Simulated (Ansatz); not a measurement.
**NaCl: stress in a strained cell**

NaCl is deformed so: equal xx and yy strain of +1 %. What stress and forces result, by LAPW, PAW and all-electron datasets made for the crystal?

Method: DFT PBEsol, scalar-relativistic, in Ansatz 0.2.0.

## 1. The structure to begin with

It takes space group Pm-3m (No. 221, cubic). Conventional cell: a = 2.860 Å, b = 2.860 Å, c = 2.860 Å, α = 90.00°, β = 90.00°, γ = 90.00°. Na (site symmetry m-3m) is surrounded by 8 Cl at 2.48 Å. Cl (site symmetry m-3m) has 8 Na at 2.48 Å as nearest neighbours.

Structure file:

```cif
data_structure
_symmetry_space_group_name_H-M 'P 1'
_symmetry_Int_Tables_number 1
_cell_length_a 2.8600
_cell_length_b 2.8600
_cell_length_c 2.8600
_cell_angle_alpha 90.000
_cell_angle_beta 90.000
_cell_angle_gamma 90.000
_cell_volume 23.39
loop_
_atom_site_label
_atom_site_type_symbol
_atom_site_fract_x
_atom_site_fract_y
_atom_site_fract_z
_atom_site_occupancy
Na1 Na 0.00000 0.00000 0.00000 1
Cl1 Cl 0.50000 0.50000 0.50000 1
```

Atoms are numbered in the order of the input: Na1, Cl2.

## 2. After the deformation

Space group Pm-3m before, P4/mmm after.

## 3. LAPW, all electrons

File input.yaml:

```yaml
crystal:
  lattice:
    - [2.8886, 0.0, 0.0]
    - [0.0, 2.8886, 0.0]
    - [0.0, 0.0, 2.86]
  atoms:
    - { symbol: Na, position: [0.0, 0.0, 0.0] }
    - { symbol: Cl, position: [0.5, 0.5, 0.5] }
kpoints:
  mp_grid: { grid: [8, 8, 8] }
  band_path:
    path:
      - [0.0, 0.0, 0.0]
      - [0.0, 0.5, 0.0]
      - [0.5, 0.5, 0.0]
      - [0.0, 0.0, 0.0]
      - [0.0, 0.0, 0.5]
      - [0.0, 0.5, 0.5]
      - [0.5, 0.5, 0.5]
      - [0.0, 0.0, 0.5]
      - [0.0, 0.5, 0.0]
    npoints: 5
scf:
  occupations: { method: fermi_dirac, width: 0.02 }
hamiltonian:
  xc: pbesol
  pseudopotentials: { kind: all_electron, lapw: { basis_error: 0.00025 } }
output:
  forces: true
  stress: true
  eigenvalues: true
```

The run is started by

```
ansatz run input.yaml --threads 1 --pin off --max-ram 3072MiB --backend cpu --events-out ev --progress --plain --runs-dir out
```

## 4. PAW with frozen cores

File input.yaml:

```yaml
crystal:
  lattice:
    - [2.8886, 0.0, 0.0]
    - [0.0, 2.8886, 0.0]
    - [0.0, 0.0, 2.86]
  atoms:
    - { symbol: Na, position: [0.0, 0.0, 0.0] }
    - { symbol: Cl, position: [0.5, 0.5, 0.5] }
kpoints:
  mp_grid: { grid: [8, 8, 8] }
scf:
  occupations: { method: fermi_dirac, width: 0.02 }
hamiltonian:
  xc: pbesol
  pseudopotentials: { kind: paw }
output:
  forces: true
  stress: true
  eigenvalues: true
  efg: { contact_densities: true }
  write_density: true
  write_potential: true
  elf: true
  volumetric_format: npy
```

## 5. All-electron PAW on datasets made for the crystal

input.yaml, as its differences from that of step 4:

```diff
@@ -14,3 +14,3 @@
   xc: pbesol
-  pseudopotentials: { kind: paw }
+  pseudopotentials: { kind: all_electron, datasets: crystal }
 output:
@@ -20,5 +20 @@
   efg: { contact_densities: true }
-  write_density: true
-  write_potential: true
-  elf: true
-  volumetric_format: npy
```

(Steps that only read results are left out.)

Q: Predict the outcome of this session. Wanted: pressure; largest shear or deviatoric stress.

**Answer**, as computed:

| quantity | value |
| --- | --- |
| pressure | LAPW 54.77, PAW 54.75, crystal datasets 54.77 GPa |
| largest shear or deviatoric stress (LAPW) | 1.65 GPa |

What this shows: The largest part of the stress beyond the pressure is 1.65 GPa in size, in the zz component; the atoms are carried along and not relaxed. No run of the undeformed cell stands beside it, so the pressure holds what the given cell had before the change. PAW: stress within 0.02 GPa of LAPW. Crystal datasets: stress within 0.01 GPa of LAPW.
